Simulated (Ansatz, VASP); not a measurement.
## One calculation of Sc, two programs

File INCAR:

```
PREC = Accurate ; ENCUT = 520
EDIFF = 1E-7 ; ISMEAR = -1
SIGMA = 0.1 ; LREAL = F
LASPH = T ; NELM = 60
ALGO = Normal ; ISIF = 2
LWAVE = F ; LCHARG = F
GGA = RP ; NBANDS = 24
```

File KPOINTS:

```
regular mesh
0
Gamma
  8 8 11
```

Contents of POSCAR:

```
Sc
1.0
    5.2839127744      0.0000000000      0.0000000000
   -2.6419563872      4.5760026940      0.0000000000
    0.0000000000      0.0000000000      3.2970626702
Sc
3
Direct
    0.0000000000      0.0000000000      0.0000000000
    0.3333333333      0.6666666667      0.5000000000
    0.6666666667      0.3333333333      0.5000000000
```

Input for Ansatz:

```yaml
crystal:
  lattice:
    - [5.2839127744, 0.0, 0.0]
    - [-2.6419563872, 4.576002694, 0.0]
    - [0.0, 0.0, 3.2970626702]
  atoms:
    - { symbol: Sc, position: [0.0, 0.0, 0.0] }
    - { symbol: Sc, position: [0.3333333333, 0.6666666667, 0.5] }
    - { symbol: Sc, position: [0.6666666667, 0.3333333333, 0.5] }
hamiltonian:
  xc: rpbe
  pseudopotentials:
    kind: paw
    azcp:
      Sc: "pseudopotentials/Sc.paw.azcp"
basis:
  ecutwfc: 420
  fft_grid_basis: typed
kpoints:
  mp_grid: { grid: [8, 8, 11], shift: [0, 0, 0] }
magnetization:
  spin_polarized: false
scf:
  occupations: { method: fermi_dirac, width: 0.1 }
  lower_state_search: "off"
output:
  stress: true
```

Alike in both runs: task single point; functional RPBE; k mesh 8 × 8 × 11; occupations fermi-dirac, width 0.1 eV; no spin polarisation.

|  | VASP | Ansatz |
| --- | --- | --- |
| version | VASP 6.6.1 | Ansatz 0.2.0 |
| potentials or method | VASP PAW PBE potentials, release 64 (Sc_sv) | plane waves (420 eV) with PAW, scalar-relativistic |
| plane-wave cutoff (eV) | 520 | 420 |
| valence electrons in the cell | 33 | 33 |

|  | VASP | Ansatz | Ansatz less VASP |
| --- | --- | --- | --- |
| pressure (GPa) | -1.8 | -1.8 | -0.02 |
| largest component of the traceless stress (GPa) | 0.06 | 0.06 | 0.000 |

Caveats: the PAW data sets were made with another functional, which shifts forces and pressure a little (VASP).
